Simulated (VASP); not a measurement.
Set up this calculation in VASP 6.6.1, as the native input.

- Task: relaxation of cell and atoms
- Functional: AM05
- Potentials or basis: VASP PAW PBE potentials, release 64 (Ag)
- Cutoff: 600 eV
- k mesh: 11 × 11 × 11
- Occupations: fermi-dirac, width 0.05 eV
- Spin: no spin polarisation
- Further INCAR settings: ALGO = Normal; EDIFF = 1e-07; IBRION = 2; EDIFFG = -0.02; NSW = 60; ISIF = 3

The structure of Ag lies in POSCAR:

```
Ag
1.0
    0.0000000000      2.0427500000      2.0427500000
    2.0427500000      0.0000000000      2.0427500000
    2.0427500000      2.0427500000      0.0000000000
Ag
1
Direct
    0.0000000000      0.0000000000      0.0000000000
```

The input as run:

INCAR

```
ALGO     = Normal         # electronic algorithm
EDIFF    = 1E-7           # SCF threshold, eV
EDIFFG   = -0.02          # ionic threshold
ENCUT    = 600            # plane-wave cutoff, eV
GGA      = AM             # functional
IBRION   = 2              # ionic algorithm
ISIF     = 3              # what is computed and relaxed
ISMEAR   = -1             # smearing method
LASPH    = T              # aspherical terms in the spheres
LCHARG   = F              # write CHGCAR
LREAL    = F              # projectors in reciprocal space
LWAVE    = F              # write WAVECAR
NELM     = 100            # most SCF steps
NSW      = 60             # ionic steps
PREC     = Accurate       # precision mode
SIGMA    = 0.05           # smearing width, eV
```

KPOINTS

```
k-points
0
Gamma
  11 11 11
```

Potentials or basis: VASP PAW PBE potentials, release 64 (Ag).

Command:

```sh
$ cat potpaw_PBE.64/Ag/POTCAR > POTCAR
$ mpirun -np 1 vasp_std > vasp.out
```

It gave:

```yaml
Relaxed_volume: 16.59 Å³/atom
Relaxed_cell: a = 2.863 Å, b = 2.863 Å, c = 2.863 Å, α = 60.00°, β = 60.00°, γ = 60.00°
Space_group_after_relaxing_to_0.05_Å: Fm-3m (No. 225)
Energy_gained_by_relaxing: 4.3 meV/atom
Ionic_steps: 3
Pressure_after_relaxing: 0.0 GPa
Band_gap_on_the_k_mesh: none (metal or under the smearing width)
```

Caveat: the PAW data sets were made with another functional, which shifts forces and pressure a little.

Wall time 33 s on 1 thread of Intel(R) Xeon(R) Platinum 8175M CPU @ 2.50GHz (Skylake/Cascade Lake), on a shared host, peak memory 0.15 GiB.
